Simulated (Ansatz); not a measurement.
Crystal: Ta2N.

```
Ta N
1.0
     3.11286    0.00000    0.00000
    -1.55643    2.69582    0.00000
     0.00000    0.00000    4.86984
Ta N
2 1
Direct
  0.33333 0.66667 0.25471
  0.66667 0.33333 0.74529
  0.00000 0.00000 0.00000
```

The cell comes from a database or a generator and needn't be the stable form of this composition.

* Program: Ansatz 0.2.0
* Task: relaxation of cell and atoms
* Functional: HSE06
* Potentials or basis: Ansatz PAW
* Cutoff: 420 eV (not typed: the program's choice for these potentials)
* k mesh: 6 × 6 × 4
* Occupations: fermi-dirac, width 0.05 eV
* Spin: no spin polarisation

At the start: volume 13.62 Å³/atom.

Where does the relaxation end?

It ends after 9 steps and the volume is 13.31 Å³/atom (-2.3 %); space group P-3m1 (No. 164, to 0.05 Å).

The path:
```
step  energy change (eV)  largest force (eV/Å)  volume (Å³)
   1              0.0000                0.5457        40.87
   2             -0.0282                0.0403        40.06
   3             -0.0304                0.1795        39.77
   4             -0.0316                0.0306        39.88
   5             -0.0321                0.0002        39.96
   6             -0.0322                0.0029        39.95
   7             -0.0310                0.0029        39.95
   8             -0.0310                0.0011        39.94
   9             -0.0310                0.0012        39.94
```

Final structure:
```xyz
3
Lattice="3.0891 0.0000 0.0000 -1.5446 2.6752 0.0000 0.0000 0.0000 4.8325" Properties=species:S:1:pos:R:3 pbc="T T T"
Ta    0.0000    1.7835    1.2157
Ta    1.5446    0.8917    3.6168
N     0.0000    0.0000    0.0000
```

Caveat: the k mesh is coarse (spacing up to 0.39 Å⁻¹), so the values aren't converged, least of all with exact exchange; the plane-wave basis is chosen anew once the cell has moved, so the energies of steps on either side of that aren't comparable; the PAW data sets come from PBE, with cores solved anew for the run's functional, which leaves a small shift of forces and pressure.
